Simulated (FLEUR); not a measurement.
Runs of FLEUR MaX-R8.1 (later development tree) on Co. Symmetry: P6_3/mmc, No. 194, hexagonal system. The conventional cell has a = 2.472 Å, b = 2.472 Å, c = 4.021 Å, α = 90.00°, β = 90.00°, γ = 120.00°. Co (site symmetry -6m2) is surrounded by 12 Co at 2.47 Å. 

| task | level | spin | U | gmax | muffin-tin radii | local orbitals a species | max iterations | mixing factor | kmax | gap on the mesh (eV) | moment (μB) | V0 of scaled cells (Å³/atom) | B0 (GPa) |
| --- | --- | --- | --- | --- | --- | --- | --- | --- | --- | --- | --- | --- | --- |
| band structure | SCAN | collinear, ferromagnetic start | - | 14.1 1/bohr | Co 2.16 bohr | Co 5 | 60 | 0.05 | 4.54 1/bohr | - | 3.58 | - | - |
| band structure | LDA | collinear, ferromagnetic start | - | 14.1 1/bohr | Co 2.16 bohr | Co 5 | 60 | 0.05 | 4.54 1/bohr | - | (b) | - | - |
| single point | PBEsol+U | collinear, antiferromagnetic start | Co d U = 1 eV, J = 0.5 eV | 12.3 1/bohr | Co 2.16 bohr | Co 4 | 100 | 0.05 | 3.98 1/bohr | none | 0.00 | - | - |
| equation of state | r2SCAN | collinear, program default start | - | 14.5 1/bohr | Co 2.09 bohr | Co 5 | - | - | 4.69 1/bohr | - | - | (a) | 230 |
| equation of state | AM05 | collinear, program default start | - | 14.5 1/bohr | Co 2.09 bohr | Co 5 | - | - | 4.69 1/bohr | - | - | 10.32 | 233 |
| single point | PBE | collinear, ferromagnetic start | - | 12.8 1/bohr | Co 2.09 bohr | Co 5 | 60 | 0.05 | 4.11 1/bohr | none | 3.21 | - | - |
| band structure | AM05 | collinear, ferromagnetic start | - | 14.1 1/bohr | Co 2.16 bohr | Co 5 | 60 | 0.05 | 4.54 1/bohr | - | 3.21 | - | - |
| band structure | PBE | collinear, ferromagnetic start | - | 14.1 1/bohr | Co 2.16 bohr | Co 5 | 60 | 0.05 | 4.54 1/bohr | - | 3.21 | - | - |

Alike in all rows: potentials or basis all-electron, FLAPW; cell as given; k mesh 12 × 12 × 7; smearing fermi-dirac 0.05 eV.

Problem. Fill in the values left out.

Solution. (a) 10.65; (b) 3.09.

Caveats: the meta-GGA is that of a development version, with a GGA for the radial functions and cores and without core tails (some runs); the cell was scaled at fixed shape and fractional positions, which overstates the stiffness of a crystal with free parameters, most of all of layers and chains (some runs); the U is typed as a test and isn't derived for this compound (some runs).

A k mesh can miss the band edges.

A gap of «none» marks a metal or a gap under the smearing width.

Not every run made on this cell is shown here.
